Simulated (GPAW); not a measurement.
# SiO2 (P4_2/mnm) in GPAW: a series of runs

One crystal, SiO2, is run at these levels: PBEsol; tasks: relaxation of cell and atoms.

Program: GPAW 26.7.0. These are calculated values, not measurements. Logs are shortened: lines on timing, memory, paths and dates and some standing lists are left out, and cuts for length are marked. The log counts tension as positive stress, the text compression.

### 1 The crystal as given

Symmetry: P4_2/mnm, No. 136, tetragonal system. Conventional cell: a = 4.233 Å, b = 4.233 Å, c = 2.693 Å, α = 90.00°, β = 90.00°, γ = 90.00°. Si (site symmetry mmm) is surrounded by 6 O at 1.78 to 1.84 Å. Around O (site symmetry m2m) lie 3 Si at 1.78 to 1.84 Å.

The cell comes from a database or a generator and needn't be the stable form of this composition.

### 2 Relaxation of cell and atoms, PBEsol

run.py

```python
from ase import Atoms
from ase.filters import FrechetCellFilter
from ase.io import write
from ase.optimize import BFGS
from gpaw import GPAW, PW, setup_paths

setup_paths.insert(0, '.')

atoms = Atoms(['Si', 'Si', 'O', 'O', 'O', 'O'],
              cell=[[4.233169, 0.0, 0.0],
                    [0.0, 4.233169, 0.0],
                    [0.0, 0.0, 2.693495]],
              scaled_positions=[[0.0, 0.0, 0.0],
                                [0.5, 0.5, 0.5],
                                [0.806839, 0.193161, 0.5],
                                [0.306839, 0.306839, 0.0],
                                [0.193161, 0.806839, 0.5],
                                [0.693161, 0.693161, 0.0]],
              pbc=True)

calc = GPAW(mode=PW(800),
            xc='PBEsol',
            kpts={'size': (4, 4, 7), 'gamma': True},
            occupations={'name': 'fermi-dirac', 'width': 0.05},
            nbands=30,
            convergence={'density': 1e-05, 'forces': 0.0001},
            maxiter=150,
            txt='gpaw.txt')
atoms.calc = calc
opt = BFGS(FrechetCellFilter(atoms), trajectory='relax.traj', logfile='-')
done = opt.run(fmax=0.02, steps=60)
calc.write('gs.gpw')
write('result.traj', atoms)
print('Converged:', done)
print('Cell:', atoms.cell.cellpar().round(4))
print('Volume:', round(atoms.get_volume(), 4))
print(atoms.get_scaled_positions().round(5))
```

Potentials or basis: PAW data sets generated in the run's folder for this functional, pw.

Started as:

```sh
$ gpaw-setup -f PBEsol O Si
$ OMP_NUM_THREADS=1 python run.py
```

gpaw.txt:

```text
__  _  _
 | _ |_)|_||  |
 |__||  | ||/\| - 26.7.0

Input parameters:
  mode=PW(ecut=800.0),
  convergence={'density': 1e-05, 'forces': 0.0001},
  kpts=MonkhorstPack(size=(4, 4, 7), gamma=True),
  maxiter=150,
  nbands=30,
  occupations=Occupations(name='fermi-dirac', width=0.05),
  xc=XC(name='PBEsol')

Diagonalizing LCAO Hamiltonian
Converting LCAO to pw mode
    .---------.
   /|         |
  / |O        |
 *  .--Si-----.
 | /      O  /
 |/  O      /
 Si--------*

Atoms  # Å, Bohr magnetons
|   | symbol |        x |        y |        z |    initial magnetic moments |
|---|--------|----------|----------|----------|-----------------------------|
| 0 |     Si | 0.000000 | 0.000000 | 0.000000 | ( 0.0000,  0.0000,  0.0000) |
| 1 |     Si | 2.116585 | 2.116585 | 1.346747 | ( 0.0000,  0.0000,  0.0000) |
| 2 |      O | 3.415486 | 0.817683 | 1.346747 | ( 0.0000,  0.0000,  0.0000) |
| 3 |      O | 1.298901 | 1.298901 | 0.000000 | ( 0.0000,  0.0000,  0.0000) |
| 4 |      O | 0.817683 | 3.415486 | 1.346747 | ( 0.0000,  0.0000,  0.0000) |
| 5 |      O | 2.934268 | 2.934268 | 0.000000 | ( 0.0000,  0.0000,  0.0000) |

Unit cell  # Å
| periodic |        x |        y |        z |  lengths |    angles |
|----------|----------|----------|----------|----------|-----------|
|      yes | 4.233169 | 0.000000 | 0.000000 | 4.233169 | 90.000000 |
|      yes | 0.000000 | 4.233169 | 0.000000 | 4.233169 | 90.000000 |
|      yes | 0.000000 | 0.000000 | 2.693495 | 2.693495 | 90.000000 |

Number of symmetries: 8
Symmetry operations  # r_c * U_cc + t_c -> r_c
|   | kind |            matrix            |
|---|------|------------------------------|
| 0 |  E   |  1, 0, 0,  0, 1, 0,  0, 0, 1 |
| 1 |  σ   |  1, 0, 0,  0, 1, 0,  0, 0,-1 |
| 2 |  σ   |  0, 1, 0,  1, 0, 0,  0, 0, 1 |
| 3 |  C2  |  0, 1, 0,  1, 0, 0,  0, 0,-1 |
| 4 |  σ   |  0,-1, 0, -1, 0, 0,  0, 0, 1 |
| 5 |  C2  |  0,-1, 0, -1, 0, 0,  0, 0,-1 |
| 6 |  C2  | -1, 0, 0,  0,-1, 0,  0, 0, 1 |
| 7 |  i   | -1, 0, 0,  0,-1, 0,  0, 0,-1 |
[... 215 lines left out ...]
           O
              Si
                O
           O
       Si

Atoms  # Å, Bohr magnetons
|   | symbol |         x |        y |        z |    initial magnetic moments |
|---|--------|-----------|----------|----------|-----------------------------|
| 0 |     Si | -0.000000 | 0.000000 | 0.000000 | ( 0.0000,  0.0000,  0.0000) |
| 1 |     Si |  2.115795 | 2.115795 | 1.346394 | ( 0.0000,  0.0000,  0.0000) |
| 2 |      O |  3.413608 | 0.817981 | 1.346394 | ( 0.0000,  0.0000,  0.0000) |
| 3 |      O |  1.297814 | 1.297814 | 0.000000 | ( 0.0000,  0.0000,  0.0000) |
| 4 |      O |  0.817981 | 3.413608 | 1.346394 | ( 0.0000,  0.0000,  0.0000) |
| 5 |      O |  2.933775 | 2.933775 | 0.000000 | ( 0.0000,  0.0000,  0.0000) |

Unit cell  # Å
| periodic |         x |         y |        z |  lengths |    angles |
|----------|-----------|-----------|----------|----------|-----------|
|      yes |  4.231589 | -0.000000 | 0.000000 | 4.231589 | 90.000000 |
|      yes | -0.000000 |  4.231589 | 0.000000 | 4.231589 | 90.000000 |
|      yes |  0.000000 |  0.000000 | 2.692787 | 2.692787 | 90.000000 |

Number of symmetries: 8
Symmetry operations  # r_c * U_cc + t_c -> r_c
|   | kind |            matrix            |
|---|------|------------------------------|
| 0 |  E   |  1, 0, 0,  0, 1, 0,  0, 0, 1 |
| 1 |  σ   |  1, 0, 0,  0, 1, 0,  0, 0,-1 |
| 2 |  σ   |  0, 1, 0,  1, 0, 0,  0, 0, 1 |
| 3 |  C2  |  0, 1, 0,  1, 0, 0,  0, 0,-1 |
| 4 |  σ   |  0,-1, 0, -1, 0, 0,  0, 0, 1 |
| 5 |  C2  |  0,-1, 0, -1, 0, 0,  0, 0,-1 |
| 6 |  C2  | -1, 0, 0,  0,-1, 0,  0, 0, 1 |
| 7 |  i   | -1, 0, 0,  0,-1, 0,  0, 0,-1 |
[... 187 lines left out ...]
Gap: 5.027 eV
Transition (v -> c):
  (s=0, k=0, n=15, [0.00, 0.00, 0.00]) -> (s=0, k=0, n=16, [0.00, 0.00, 0.00])
No difference between direct/indirect transitions

Stress tensor  # eV/Ang^3
|         x |         y |        z |
[... 519 lines left out ...]
| 0 |     Si | -0.000000 | -0.000000 | -0.000000 | ( 0.0000,  0.0000,  0.0000) |
| 1 |     Si |  2.106864 |  2.106864 |  1.343631 | ( 0.0000,  0.0000,  0.0000) |
| 2 |      O |  3.396593 |  0.817135 |  1.343631 | ( 0.0000,  0.0000,  0.0000) |
| 3 |      O |  1.289729 |  1.289729 | -0.000000 | ( 0.0000,  0.0000,  0.0000) |
| 4 |      O |  0.817135 |  3.396593 |  1.343631 | ( 0.0000,  0.0000,  0.0000) |
| 5 |      O |  2.923999 |  2.923999 |  0.000000 | ( 0.0000,  0.0000,  0.0000) |

Unit cell  # Å
| periodic |         x |        y |        z |  lengths |    angles |
|----------|-----------|----------|----------|----------|-----------|
|      yes |  4.213728 | 0.000000 | 0.000000 | 4.213728 | 90.000000 |
|      yes |  0.000000 | 4.213728 | 0.000000 | 4.213728 | 90.000000 |
|      yes | -0.000000 | 0.000000 | 2.687262 | 2.687262 | 89.999999 |

Number of symmetries: 8
Symmetry operations  # r_c * U_cc + t_c -> r_c
|   | kind |            matrix            |
|---|------|------------------------------|
| 0 |  E   |  1, 0, 0,  0, 1, 0,  0, 0, 1 |
| 1 |  σ   |  1, 0, 0,  0, 1, 0,  0, 0,-1 |
| 2 |  σ   |  0, 1, 0,  1, 0, 0,  0, 0, 1 |
| 3 |  C2  |  0, 1, 0,  1, 0, 0,  0, 0,-1 |
| 4 |  σ   |  0,-1, 0, -1, 0, 0,  0, 0, 1 |
| 5 |  C2  |  0,-1, 0, -1, 0, 0,  0, 0,-1 |
| 6 |  C2  | -1, 0, 0,  0,-1, 0,  0, 0, 1 |
| 7 |  i   | -1, 0, 0,  0,-1, 0,  0, 0,-1 |
[... 218 lines left out ...]
Atoms  # Å, Bohr magnetons
|   | symbol |         x |         y |         z |    initial magnetic moments |
|---|--------|-----------|-----------|-----------|-----------------------------|
| 0 |     Si | -0.000000 | -0.000000 | -0.000000 | ( 0.0000,  0.0000,  0.0000) |
| 1 |     Si |  2.106604 |  2.106604 |  1.343851 | ( 0.0000,  0.0000,  0.0000) |
| 2 |      O |  3.396255 |  0.816953 |  1.343851 | ( 0.0000,  0.0000,  0.0000) |
| 3 |      O |  1.289650 |  1.289650 | -0.000000 | ( 0.0000,  0.0000,  0.0000) |
| 4 |      O |  0.816953 |  3.396255 |  1.343851 | ( 0.0000,  0.0000,  0.0000) |
| 5 |      O |  2.923558 |  2.923558 | -0.000000 | ( 0.0000,  0.0000,  0.0000) |

Unit cell  # Å
| periodic |         x |        y |         z |  lengths |    angles |
|----------|-----------|----------|-----------|----------|-----------|
|      yes |  4.213208 | 0.000000 | -0.000000 | 4.213208 | 90.000000 |
|      yes |  0.000000 | 4.213208 | -0.000000 | 4.213208 | 90.000000 |
|      yes | -0.000000 | 0.000000 |  2.687701 | 2.687701 | 89.999999 |

Number of symmetries: 8
Symmetry operations  # r_c * U_cc + t_c -> r_c
|   | kind |            matrix            |
|---|------|------------------------------|
| 0 |  E   |  1, 0, 0,  0, 1, 0,  0, 0, 1 |
| 1 |  σ   |  1, 0, 0,  0, 1, 0,  0, 0,-1 |
| 2 |  σ   |  0, 1, 0,  1, 0, 0,  0, 0, 1 |
| 3 |  C2  |  0, 1, 0,  1, 0, 0,  0, 0,-1 |
| 4 |  σ   |  0,-1, 0, -1, 0, 0,  0, 0, 1 |
| 5 |  C2  |  0,-1, 0, -1, 0, 0,  0, 0,-1 |
| 6 |  C2  | -1, 0, 0,  0,-1, 0,  0, 0, 1 |
| 7 |  i   | -1, 0, 0,  0,-1, 0,  0, 0,-1 |
[... 133 lines left out ...]
SCF iterations
|iter     | |      energy | eigst |  dens |force |
|---------|-|-------------|-------|-------|------|
|iter:   1| |  -49.499174 | -4.57 |       |      |
|iter:   2| |  -49.499199 | -7.49c| -3.15 |      |
|iter:   3| |  -49.499428c| -6.18 | -3.17 |      |
|iter:   4| |  -49.499443c| -8.05c| -3.79 |      |
|iter:   5| |  -49.499446c| -8.82c| -4.21 |      |
|iter:   6| |  -49.499446c| -8.67c| -4.97 |      |
|iter:   7| |  -49.499446c| -9.43c| -5.55c|      |
|iter:   8| |  -49.499446c|-10.88c| -6.69c|-4.79c|
[... 67 lines left out ...]
            O
              Si
                O
           O
       Si

Atoms  # Å, Bohr magnetons
|   | symbol |         x |        y |         z |    initial magnetic moments |
|---|--------|-----------|----------|-----------|-----------------------------|
| 0 |     Si | -0.000000 | 0.000000 | -0.000000 | ( 0.0000,  0.0000,  0.0000) |
| 1 |     Si |  2.105110 | 2.105110 |  1.345533 | ( 0.0000,  0.0000,  0.0000) |
| 2 |      O |  3.393820 | 0.816399 |  1.345533 | ( 0.0000,  0.0000,  0.0000) |
| 3 |      O |  1.288711 | 1.288711 |  0.000000 | ( 0.0000,  0.0000,  0.0000) |
| 4 |      O |  0.816399 | 3.393820 |  1.345533 | ( 0.0000,  0.0000,  0.0000) |
| 5 |      O |  2.921508 | 2.921508 |  0.000000 | ( 0.0000,  0.0000,  0.0000) |

Unit cell  # Å
| periodic |         x |         y |         z |  lengths |    angles |
|----------|-----------|-----------|-----------|----------|-----------|
|      yes |  4.210219 | -0.000000 | -0.000000 | 4.210219 | 90.000000 |
|      yes | -0.000000 |  4.210219 |  0.000000 | 4.210219 | 90.000000 |
|      yes | -0.000000 |  0.000000 |  2.691067 | 2.691067 | 90.000002 |

Number of symmetries: 8
Symmetry operations  # r_c * U_cc + t_c -> r_c
|   | kind |            matrix            |
|---|------|------------------------------|
| 0 |  E   |  1, 0, 0,  0, 1, 0,  0, 0, 1 |
| 1 |  σ   |  1, 0, 0,  0, 1, 0,  0, 0,-1 |
| 2 |  σ   |  0, 1, 0,  1, 0, 0,  0, 0, 1 |
| 3 |  C2  |  0, 1, 0,  1, 0, 0,  0, 0,-1 |
| 4 |  σ   |  0,-1, 0, -1, 0, 0,  0, 0, 1 |
| 5 |  C2  |  0,-1, 0, -1, 0, 0,  0, 0,-1 |
| 6 |  C2  | -1, 0, 0,  0,-1, 0,  0, 0, 1 |
| 7 |  i   | -1, 0, 0,  0,-1, 0,  0, 0,-1 |
[... 211 lines left out ...]
            O
              Si
                O
           O
       Si

Atoms  # Å, Bohr magnetons
|   | symbol |         x |        y |         z |    initial magnetic moments |
|---|--------|-----------|----------|-----------|-----------------------------|
| 0 |     Si | -0.000000 | 0.000000 | -0.000000 | ( 0.0000,  0.0000,  0.0000) |
| 1 |     Si |  2.104644 | 2.104644 |  1.346285 | ( 0.0000,  0.0000,  0.0000) |
| 2 |      O |  3.392721 | 0.816568 |  1.346285 | ( 0.0000,  0.0000,  0.0000) |
| 3 |      O |  1.288077 | 1.288077 |  0.000000 | ( 0.0000,  0.0000,  0.0000) |
| 4 |      O |  0.816568 | 3.392721 |  1.346285 | ( 0.0000,  0.0000,  0.0000) |
| 5 |      O |  2.921211 | 2.921211 |  0.000000 | ( 0.0000,  0.0000,  0.0000) |

Unit cell  # Å
| periodic |         x |         y |         z |  lengths |    angles |
|----------|-----------|-----------|-----------|----------|-----------|
|      yes |  4.209288 | -0.000000 | -0.000000 | 4.209288 | 90.000000 |
|      yes | -0.000000 |  4.209288 |  0.000000 | 4.209288 | 90.000000 |
|      yes | -0.000000 |  0.000000 |  2.692570 | 2.692570 | 90.000002 |

Number of symmetries: 8
Symmetry operations  # r_c * U_cc + t_c -> r_c
|   | kind |            matrix            |
|---|------|------------------------------|
| 0 |  E   |  1, 0, 0,  0, 1, 0,  0, 0, 1 |
| 1 |  σ   |  1, 0, 0,  0, 1, 0,  0, 0,-1 |
| 2 |  σ   |  0, 1, 0,  1, 0, 0,  0, 0, 1 |
| 3 |  C2  |  0, 1, 0,  1, 0, 0,  0, 0,-1 |
| 4 |  σ   |  0,-1, 0, -1, 0, 0,  0, 0, 1 |
| 5 |  C2  |  0,-1, 0, -1, 0, 0,  0, 0,-1 |
| 6 |  C2  | -1, 0, 0,  0,-1, 0,  0, 0, 1 |
| 7 |  i   | -1, 0, 0,  0,-1, 0,  0, 0,-1 |
[... 200 lines left out ...]
Forces  # eV/Ang
|        x |        y |        z |
|----------|----------|----------|
|  0.00000 |  0.00000 |  0.00000 |  # Si   0
|  0.00000 |  0.00000 |  0.00000 |  # Si   1
| -0.00957 |  0.00957 |  0.00000 |  # O    2
| -0.00961 | -0.00961 | -0.00000 |  # O    3
|  0.00957 | -0.00957 | -0.00000 |  # O    4
|  0.00961 |  0.00961 |  0.00000 |  # O    5

# Writing to gs.gpw (mode='')
```

Wall time 2.1 min (1 thread of Intel Xeon 6975P-C (Granite Rapids), shared host); peak memory 0.28 GiB.

Results:

```yaml
Free_energy: -49.4997 eV
Relaxed_volume: 7.95 Å³/atom
Relaxed_cell: a = 4.209 Å, b = 4.209 Å, c = 2.693 Å, α = 90.00°, β = 90.00°, γ = 90.00°
Space_group_after_relaxing_to_0.05_Å: P4_2/mnm (No. 136)
Energy_gained_by_relaxing: 0.9 meV/atom
Ionic_steps: 8
Pressure_after_relaxing: 0.1 GPa
Largest_force_after_relaxing: 0.014 eV/Å
Band_gap_on_the_k_mesh: 5.17 eV, direct
```

Forces on the atoms (eV/Å):
```
Si   0.000  0.000  0.000
Si   0.000  0.000  0.000
O   -0.010  0.010  0.000
O   -0.010 -0.010  0.000
O    0.010 -0.010  0.000
O    0.010  0.010  0.000
```

Step by step:
| step | energy change (eV) | largest force (eV/Å) | pressure (GPa) | volume (Å³) |
| --- | --- | --- | --- | --- |
| 1 | 0.0000 | 0.0597 | -2.81 | 48.27 |
| 2 | -0.0010 | 0.0409 | -2.59 | 48.22 |
| 3 | -0.0043 | 0.0651 | -0.54 | 47.81 |
| 4 | -0.0046 | 0.0441 | -0.23 | 47.77 |
| 5 | -0.0048 | 0.0096 | 0.24 | 47.71 |
| 6 | -0.0048 | 0.0153 | 0.26 | 47.71 |
| 7 | -0.0051 | 0.0259 | 0.21 | 47.70 |
| 8 | -0.0051 | 0.0136 | 0.10 | 47.71 |

Final structure:
```
Si O
1.0
     4.20929    0.00000    0.00000
     0.00000    4.20929    0.00000
     0.00000    0.00000    2.69257
Si O
2 4
Direct
  0.00000 0.00000 0.00000
  0.50000 0.50000 0.50000
  0.80601 0.19399 0.50000
  0.30601 0.30601 0.00000
  0.19399 0.80601 0.50000
  0.69399 0.69399 0.00000
```

Caveat: later steps reuse the first step's grids.

(Continued in part 2 of 4.)
